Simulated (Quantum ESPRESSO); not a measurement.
## AlO under changes of volume

One of the cells (10.618 Å³/atom); the others are scaled copies at fixed shape and fractional positions:

```
Al O
1.0
     2.76919    0.00000    0.00000
     0.00000    2.76919    0.00000
     0.00000    0.00000    2.76919
Al O
1 1
Cartesian
  1.3846 1.3846 1.3846
  0.0000 0.0000 0.0000
```

The cell was built by a generator and needn't be a form met in nature.

| Property | Result |
| --- | --- |
| Program | Quantum ESPRESSO 7.5 |
| Functional | LDA |
| Potentials or basis | PseudoDojo 0.4.1 SR LDA standard |
| Cutoff | 1143 eV |
| Density cutoff | 4572 eV |
| k mesh | 10 × 10 × 10 |
| Occupations | fermi-dirac, width 0.05 eV |
| Spin | no spin polarisation |

```tsv
volume (Å³/atom)	energy over the lowest point (meV/atom)	pressure (GPa)
9.981	0.00	-0.9
10.193	3.20	-3.8
10.405	10.03	-6.4
10.618	20.17	-8.8
10.830	33.35	-11.0
11.042	?	?
11.255	67.64	-14.7
```

Q: What does the run at 11.042 Å³/atom give?

A: Energy over the lowest point 49.26 meV/atom; pressure -12.9 GPa.

Worked out: A Birch-Murnaghan fit of order 3 (a polynomial in V^(-2/3)) to the other rows has its minimum at 9.91 Å³/atom, just outside them, with B0 = V·E''(V) = 145 GPa and B' = 3.5. It gives 49.20 meV/atom at 11.042 Å³/atom, against the run's 49.26, and -dE/dV = -13.0 GPa, against -12.9.

Energies are extrapolated to zero smearing.

Caveats: an odd number of electrons without spin polarisation forces a metal; a magnetic or distorted state may lie lower.
